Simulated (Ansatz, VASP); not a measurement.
# One calculation of As, two programs

```
CELL_PARAMETERS angstrom
1.86199 1.07502 3.51406
-1.86199 1.07502 3.51406
0.00000 -2.15004 3.51406
ATOMIC_POSITIONS crystal
As 0.22600 0.22600 0.22600
As 0.77400 0.77400 0.77400
```

Alike in both runs: task single point; functional PBE; k mesh 7 × 7 × 7; occupations fermi-dirac, width 0.05 eV; no spin polarisation.

|  | VASP | Ansatz |
| --- | --- | --- |
| version | VASP 6.6.1 | Ansatz 0.2.0 |
| potentials or method | VASP PAW PBE potentials, release 64 (As) | Ansatz PAW |
| plane-wave cutoff (eV) | 520 | 420 |
| valence electrons in the cell | 10 | 30 |

Ansatz gave:

- gap on the k mesh at the Fermi level (eV): none
- pressure (GPa): 5.6
- largest component of the traceless stress (GPa): 1.21
- rms of the force components (eV/Å): 0.293

Q: What did VASP give for the same quantities?

A: gap on the k mesh at the Fermi level (eV): none; pressure (GPa): 6.0; largest component of the traceless stress (GPa): 1.33; rms of the force components (eV/Å): 0.331.

Atom by atom the forces differ by 0.039 eV/Å (rms over components). A gap of «none» marks a metal or a gap that the smearing closes. The functional is the same, so the differences come from potentials, cutoffs and numerics. The two sets of potentials don't hold the same shells in valence.
